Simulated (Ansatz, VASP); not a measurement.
MgO in VASP and in Ansatz

File INCAR:

```
SYSTEM = MgO
PREC     = Accurate       ! precision mode
ENCUT    = 520            ! plane-wave cutoff, eV
EDIFF    = 1E-6           ! SCF threshold, eV
ISMEAR   = -1             ! smearing method
SIGMA    = 0.05           ! smearing width, eV
LREAL    = .False.        ! projectors in reciprocal space
LASPH    = .True.         ! aspherical terms in the spheres
NELM     = 60             ! most SCF steps
ALGO     = Normal         ! electronic algorithm
ISIF     = 2              ! what is computed and relaxed
LWAVE    = .False.        ! write WAVECAR
LCHARG   = .True.         ! write CHGCAR
GGA      = PE             ! functional
LELF     = .True.         ! ELF
LVHAR    = .True.       
NBANDS   = 11             ! bands
```

File KPOINTS:

```
regular mesh
0
Gamma
  10 10 10
  0 0 0
```

Contents of POSCAR:

```
MgO
1.0
    0.0000000000      2.3061600000      2.3061600000
    2.3061600000      0.0000000000      2.3061600000
    2.3061600000      2.3061600000      0.0000000000
Mg O
1 1
Direct
    0.5007970000      0.4766090000      0.5191720000
    0.7498850000      0.7483490000      0.7520530000
```

Contents of input.yaml:

```yaml
crystal:
  lattice:
    - [0.0, 2.30616, 2.30616]
    - [2.30616, 0.0, 2.30616]
    - [2.30616, 2.30616, 0.0]
  atoms:
    - { symbol: Mg, position: [0.500797, 0.476609, 0.519172] }
    - { symbol: O, position: [0.749885, 0.748349, 0.752053] }
hamiltonian:
  xc: pbe
  pseudopotentials: { kind: paw }
kpoints:
  mp_grid: { grid: [10, 10, 10] }
scf:
  occupations: { method: fermi_dirac, width: 0.05 }
output:
  forces: true
  stress: true
  eigenvalues: true
  write_density: true
  write_potential: true
  elf: true
  volumetric_format: npy
```

Change from the starting cell: atoms moved at random, drawn with an rms of 0.05 Å.

Alike in both runs: task single point; functional PBE; k mesh 10 × 10 × 10; occupations fermi-dirac, width 0.05 eV; no spin polarisation.

|  | VASP | Ansatz |
| --- | --- | --- |
| version | VASP 6.6.1 | Ansatz 0.2.0 |
| potentials or method | VASP PAW PBE potentials, release 64 (Mg, O) | Ansatz PAW |
| plane-wave cutoff (eV) | 520 | 420 |
| valence electrons in the cell | 8 | 16 |

|  | VASP | Ansatz | Ansatz less VASP |
| --- | --- | --- | --- |
| gap on the k mesh at the Fermi level (eV) | 3.39 | 3.41 | +0.018 |
| least direct gap on the mesh (eV) | 3.39 | 3.41 | +0.018 |
| pressure (GPa) | -0.1 | 0.3 | +0.40 |
| largest component of the traceless stress (GPa) | 2.21 | 2.18 | -0.028 |
| rms of the force components (eV/Å) | 0.334 | 0.330 | -0.0034 |

Atom by atom the forces differ by 0.003 eV/Å (rms over components). The two sets of potentials don't hold the same shells in valence.

Caveats: the pressure holds a Pulay correction of +0.5 GPa for the finite cutoff (Ansatz).
